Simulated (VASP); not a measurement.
# K3Br (P6/mmm) in VASP: single point with PBE

Aim: the single point of K3Br with PBE.

All numbers are computed with VASP 6.6.1; they aren't measurements. Logs are shortened: lines on timing, memory, paths and dates and some standing lists are left out, and cuts for length are marked.

## Step 1: The cell of the first run

It takes space group P6/mmm (No. 191, hexagonal). The conventional cell has a = 5.446 Å, b = 5.446 Å, c = 5.748 Å, α = 90.00°, β = 90.00°, γ = 120.00°. Around K (site symmetry 6/mmm) lie 2 Br at 2.87 Å. K (site symmetry -6m2) has 3 K at 3.14 Å and 3 Br at 3.14 Å as nearest neighbours. Br (site symmetry 6/mmm) has 8 K at 2.87 to 3.14 Å as nearest neighbours.

The cell was built by a generator and needn't be a form met in nature.

## Step 2: Single point, PBE (species swapped into the Li3N type (P6/mmm, No. 191))

INCAR reads:

```
SYSTEM = K3Br
PREC = Accurate ; ENCUT = 520
EDIFF = 1E-7 ; ISMEAR = 0
SIGMA = 0.1 ; LREAL = .False.
LASPH = .True. ; NELM = 100
ALGO = Normal ; ISIF = 2
LWAVE = .False. ; LCHARG = .False.
GGA = PE ; NBANDS = 25
```

KPOINTS reads:

```
regular mesh
0
Gamma
  6 6 4
  0 0 0
```

POSCAR reads:

```
K3Br
1.0
    5.4458586500      0.0000000000      0.0000000000
   -2.7229293300      4.7162519400      0.0000000000
    0.0000000000      0.0000000000      5.7475386400
K Br
3 1
Direct
    0.0000000000      0.0000000000      0.5000000000
    0.3333333300      0.6666666700      0.0000000000
    0.6666666700      0.3333333300      0.0000000000
    0.0000000000      0.0000000000      0.0000000000
```

Potentials or basis: VASP PAW PBE potentials, release 64 (K_sv, Br).

Launch:

```sh
$ cat potpaw_PBE.64/K_sv/POTCAR potpaw_PBE.64/Br/POTCAR > POTCAR
$ mpirun -np 1 vasp_std > vasp.out
```

OUTCAR:

```text
SYSTEM = K3Br
   PREC = Accurate
   ENCUT = 520
   EDIFF = 1E-7
   ISMEAR = 0
   LREAL = .False.
   LASPH = .True.
   NELM = 100
   ISIF = 2
   GGA = PE

 ion  position               nearest neighbor table
   1  0.000  0.000  0.500-   4 2.87   4 2.87
   2  0.333  0.667  0.000-   3 3.14   4 3.14   3 3.14   4 3.14   4 3.14   3 3.14
   3  0.667  0.333  0.000-   2 3.14   4 3.14   2 3.14   4 3.14   4 3.14   2 3.14
   4  0.000  0.000  0.000-   1 2.87   1 2.87   3 3.14   2 3.14   3 3.14   2 3.14   3 3.14   2 3.14

  LATTYP: Found a hexagonal cell.
 ALAT       =     5.4458586500
 C/A-ratio  =     1.0553962211

  Lattice vectors:

 A1 = (   5.4458586500,   0.0000000000,   0.0000000000)
 A2 = (  -2.7229293300,   4.7162519400,   0.0000000000)
 A3 = (   0.0000000000,   0.0000000000,   5.7475386400)

Analysis of symmetry for initial positions (statically):
=====================================================================
 Subroutine PRICEL returns:
 Original cell was already a primitive cell.

 Routine SETGRP: Setting up the symmetry group for a
 hexagonal supercell.

 Subroutine GETGRP returns: Found 24 space group operations
 (whereof 24 operations were pure point group operations)
 out of a pool of 24 trial point group operations.

The static configuration has the point symmetry D_6h.

Analysis of symmetry for dynamics (positions and initial velocities):
=====================================================================
 Subroutine PRICEL returns:
 Original cell was already a primitive cell.

 Routine SETGRP: Setting up the symmetry group for a
 hexagonal supercell.

 Subroutine GETGRP returns: Found 24 space group operations
 (whereof 24 operations were pure point group operations)
 out of a pool of 24 trial point group operations.

The dynamic configuration has the point symmetry D_6h.

 Subroutine INISYM returns: Found 24 space group operations
 (whereof 24 operations are pure point group operations),
 and found     1 'primitive' translations

----------------------------------------------------------------------------------------

                                     Primitive cell

  volume of cell :     147.6200

  direct lattice vectors                    reciprocal lattice vectors
     5.445858650  0.000000000  0.000000000     0.183625772  0.106016389  0.000000000
    -2.722929330  4.716251940  0.000000000     0.000000000  0.212032778  0.000000000
     0.000000000  0.000000000  5.747538640     0.000000000  0.000000000  0.173987521

  length of vectors
     5.445858650  5.445858656  5.747538640     0.212032778  0.212032778  0.173987521

  position of ions in fractional coordinates (direct lattice)
     0.000000000  0.000000000  0.500000000
     0.333333330  0.666666670  0.000000000
     0.666666670  0.333333330  0.000000000
     0.000000000  0.000000000  0.000000000

  ion indices of the primitive-cell ions
   primitive index   ion index
                 1           1
                 2           2
                 3           3
                 4           4

----------------------------------------------------------------------------------------

 KPOINTS: regular mesh

Automatic generation of k-mesh.
 Grid dimensions read from file:
 generate k-points for:    6    6    4

 Generating k-lattice:

  Cartesian coordinates                     Fractional coordinates (reciprocal lattice)
     0.030604295  0.017669398  0.000000000     0.166666667  0.000000000  0.000000000
     0.000000000  0.035338796  0.000000000     0.000000000  0.166666667  0.000000000
     0.000000000  0.000000000  0.043496880     0.000000000  0.000000000  0.250000000

  Length of vectors
     0.035338796  0.035338796  0.043496880

  Shift w.r.t. Gamma in fractional coordinates (k-lattice)
     0.000000000  0.000000000  0.000000000

 Subroutine IBZKPT returns following result:
 ===========================================

 Found     21 irreducible k-points:

 Following reciprocal coordinates:
            Coordinates               Weight
  0.000000  0.000000  0.000000      1.000000
  0.166667  0.000000  0.000000      6.000000
  0.333333  0.000000  0.000000      6.000000
  0.500000  0.000000  0.000000      3.000000
  0.166667  0.166667  0.000000      6.000000
  0.333333  0.166667  0.000000     12.000000
[... 13 lines left out ...]
  0.333333  0.166667  0.500000     12.000000
  0.333333  0.333333  0.500000      2.000000
   k-points           NKPTS =     21   k-points in BZ     NKDIM =     21   number of bands    NBANDS=     25
   number of dos      NEDOS =    301   number of ions     NIONS =      4
   total plane-waves  NPLWV =  84672
   dimension x,y,z NGX =    42 NGY =   42 NGZ =   48
   dimension x,y,z NGXF=    84 NGYF=   84 NGZF=   96
   ions per type =               3   1
   NGX,Y,Z   is equivalent  to a cutoff of  12.82, 12.82, 13.88 a.u.
   NGXF,Y,Z  is equivalent  to a cutoff of  25.64, 25.64, 27.77 a.u.
 SYSTEM =  K3Br
   PREC   = accura    normal or accurate (medium, high low for compatibility)
   ISTART =      0    job   : 0-new  1-cont  2-samecut
   ICHARG =      2    charge: 1-file 2-atom 10-const
   ISPIN  =      1    spin polarized calculation?
   LNONCOLLINEAR =      F non collinear calculations
   LSORBIT =      F    spin-orbit coupling
   LASPH  =      T    aspherical Exc in radial PAW
   ENCUT  =  520.0 eV  38.22 Ry    6.18 a.u.  10.13 10.13 10.69*2*pi/ulx,y,z
   NELM   =    100;   NELMIN=  2; NELMDL= -5     # of ELM steps
   EDIFF  = 0.1E-06   stopping-criterion for ELM
   LREAL  =      F    real-space projection
   EDIFFG = 0.1E-05   stopping-criterion for IOM
   NSW    =      0    number of steps for IOM
   IBRION =     -1    ionic relax: 0-MD 1-quasi-New 2-CG
   NFREE  =      0    steps in history (QN), initial steepest desc. (CG)
   ISIF   =      2    stress and relaxation
   ISYM   =      2    0-nonsym 1-usesym 2-fastsym
   POTIM  = 0.5000    time-step for ionic-motion
   TEBEG  =    0.0;   TEEND  =   0.0 temperature during run
   PSTRESS=    0.0 pullay stress
   NELECT =      34.0000    total number of electrons
   NUPDOWN=      -1.0000    fix difference up-down
   EMIN   =  10.00;   EMAX   =-10.00  energy-range for DOS
   EFERMI =   0.00;   METHOD = LEGACY
   ISMEAR =     0;   SIGMA  =   0.10  broadening in eV -4-tet -1-fermi 0-gaus
   EFERMI_NEDOS =   21; number of points for ismear=-14 and -15
   IALGO  =     38    algorithm
   IMIX   =      4    mixing-type and parameters
     AMIX     =   0.40;   BMIX     =  1.00
     AMIX_MAG =   1.60;   BMIX_MAG =  1.00
  volume/ion in A,a.u.               =      36.91       249.05
  Fermi-wavevector in a.u.,A,eV,Ry     =   1.003505  1.896349 13.701360  1.007022
  Thomas-Fermi vector in A             =   2.136061
   LORBIT       =      0    0 simple, 1 ext, 2 COOP (PROOUT), +10 PAW based schemes
   GGA     = PE    functional components
   LHFCALC =     F    Hartree Fock is set to
   AEXX    =    0.0000 exact exchange contribution
   IVDW    =     0    specifies the selected vdW correction
   LEPSILON=     F    determine dielectric tensor
   LRPA    =     F    only Hartree local field effects (RPA)
 non-spin polarized calculation
 Gauss-broadening in eV      SIGMA  =   0.10
  energy-cutoff  :      520.00
  volume of cell :      147.62
 maximum number of plane-waves:      4002
 NGX is ok and might be reduce to    42
   NGX = 21   NGY = 21   NGZ = 21

 number of electron      33.9999997 magnetization

 Free energy of the ion-electron system (eV)
  ---------------------------------------------------
  ext. energy  EPLUGINS =         0.00000000
  ---------------------------------------------------
  free energy    TOTEN  =        -6.16533995 eV

  energy without entropy =       -6.15475221  energy(sigma->0) =       -6.16004608

 E-fermi :   2.5920     XC(G=0):  -7.5041

 val. band max:        2.5575316665   @ k =   0.5000   0.0000   0.5000
 cond. band min:       2.6170097272   @ k =   0.5000   0.0000   0.2500
 fundamental gap:      0.0594780607
 Fermi energy:         2.5920478152

 k-point     1 :       0.0000    0.0000    0.0000
  band No.  band energies     occupation
      1     -30.7969      2.00000
      2     -30.5693      2.00000
      3     -29.2146      2.00000
      4     -15.4347      2.00000
      5     -14.6560      2.00000
      6     -14.6560      2.00000
[... 17 lines left out ...]
     24       5.3079      0.00000
     25       5.6805      0.00000

 k-point     2 :       0.1667    0.0000    0.0000
  band No.  band energies     occupation
      1     -30.7836      2.00000
      2     -30.5829      2.00000
      3     -29.2146      2.00000
      4     -15.5151      2.00000
      5     -14.6871      2.00000
      6     -14.6131      2.00000
[... 17 lines left out ...]
     24       6.0879      0.00000
     25       6.1961      0.00000

 k-point     3 :       0.3333    0.0000    0.0000
  band No.  band energies     occupation
      1     -30.7492      2.00000
      2     -30.6180      2.00000
      3     -29.2145      2.00000
      4     -15.6796      2.00000
      5     -14.7422      2.00000
      6     -14.4065      2.00000
[... 17 lines left out ...]
     24       5.5945      0.00000
     25       6.3937      0.00000

 k-point     4 :       0.5000    0.0000    0.0000
  band No.  band energies     occupation
      1     -30.7215      2.00000
      2     -30.6460      2.00000
      3     -29.2145      2.00000
      4     -15.7581      2.00000
      5     -14.7669      2.00000
      6     -14.1155      2.00000
[... 17 lines left out ...]
     24       5.9399      0.00000
     25       6.2131      0.00000

 k-point     5 :       0.1667    0.1667    0.0000
  band No.  band energies     occupation
      1     -30.7593      2.00000
      2     -30.6077      2.00000
      3     -29.2145      2.00000
      4     -15.6485      2.00000
      5     -14.6153      2.00000
      6     -14.5837      2.00000
[... 17 lines left out ...]
     24       5.6172      0.00000
     25       5.7609      0.00000

 k-point     6 :       0.3333    0.1667    0.0000
  band No.  band energies     occupation
      1     -30.7215      2.00000
      2     -30.6459      2.00000
      3     -29.2145      2.00000
      4     -15.7828      2.00000
      5     -14.6195      2.00000
      6     -14.3302      2.00000
[... 17 lines left out ...]
     24       5.3048      0.00000
     25       5.3981      0.00000
[... 309 lines left out ...]
 k-point    18 :       0.5000    0.0000    0.5000
  band No.  band energies     occupation
      1     -30.7214      2.00000
      2     -30.6459      2.00000
      3     -29.2134      2.00000
      4     -15.9183      2.00000
      5     -14.7651      2.00000
      6     -14.1900      2.00000
[... 17 lines left out ...]
     24       6.2112      0.00000
     25       6.5284      0.00000

 k-point    19 :       0.1667    0.1667    0.5000
  band No.  band energies     occupation
      1     -30.7592      2.00000
      2     -30.6077      2.00000
      3     -29.2135      2.00000
      4     -15.8233      2.00000
      5     -14.6359      2.00000
      6     -14.5823      2.00000
[... 17 lines left out ...]
     24       6.0657      0.00000
     25       6.6287      0.00000

 k-point    20 :       0.3333    0.1667    0.5000
  band No.  band energies     occupation
      1     -30.7215      2.00000
      2     -30.6458      2.00000
      3     -29.2134      2.00000
      4     -15.9368      2.00000
      5     -14.6312      2.00000
      6     -14.3589      2.00000
[... 17 lines left out ...]
     24       5.9892      0.00000
     25       6.1290      0.00000

 k-point    21 :       0.3333    0.3333    0.5000
  band No.  band energies     occupation
      1     -30.6837      2.00000
      2     -30.6837      2.00000
      3     -29.2134      2.00000
      4     -15.9883      2.00000
      5     -14.3802      2.00000
      6     -14.3318      2.00000
[... 17 lines left out ...]
     24       5.7582      0.00000
     25       6.3367      0.00000

------------------------ aborting loop because EDIFF is reached ----------------------------------------

  FORCE on cell =-STRESS in cart. coord.  units (eV):
  Direction    XX          YY          ZZ          XY          YZ          ZX
  --------------------------------------------------------------------------------------
  -------------------------------------------------------------------------------------
  Total        6.2310875      6.2310875      5.9798780     -0.0000000      0.0000000      0.0000000
  in kB       67.6284093     67.6284095     64.9019354     -0.0000001      0.0000000      0.0000000
  external PRESSURE =      66.7195847 kB  Pullay stress =       0.0000000 kB

 VOLUME and BASIS-vectors are now :
 -----------------------------------------------------------------------------
  energy-cutoff  :      520.00
  volume of cell :      147.62
      direct lattice vectors                 reciprocal lattice vectors
     5.445858650  0.000000000  0.000000000     0.183625772  0.106016389  0.000000000
    -2.722929330  4.716251940  0.000000000     0.000000000  0.212032778  0.000000000
     0.000000000  0.000000000  5.747538640     0.000000000  0.000000000  0.173987521

 POSITION                                       TOTAL-FORCE (eV/Angst)
 -----------------------------------------------------------------------------------
      0.00000      0.00000      2.87377        -0.000000      0.000000      0.000000
     -0.00000      3.14417      0.00000         0.000000      0.000000      0.000000
      2.72293      1.57208      0.00000        -0.000000      0.000000      0.000000
      0.00000      0.00000      0.00000        -0.000000      0.000000      0.000000
 -----------------------------------------------------------------------------------
    total drift:                                0.000000     -0.000000     -0.000000

  FREE ENERGIE OF THE ION-ELECTRON SYSTEM (eV)
  ---------------------------------------------------
  free  energy   TOTEN  =        -6.1653399544 eV

  energy  without entropy=       -6.1547522112  energy(sigma->0) =       -6.16004608
```

Wall time 54 s (1 thread of Intel Xeon Platinum 8375C at 2.90GHz (Ice Lake), shared host); peak memory 0.29 GiB.

What came out:

| Item | Value |
| --- | --- |
| Free energy | -6.1653 eV |
| Pressure | 6.7 GPa |
| Band gap on the k mesh | none (metal or under the smearing width) |

Stress tensor (GPa, compression positive):
```
6.76 0.00 0.00
0.00 6.76 0.00
0.00 0.00 6.49
```
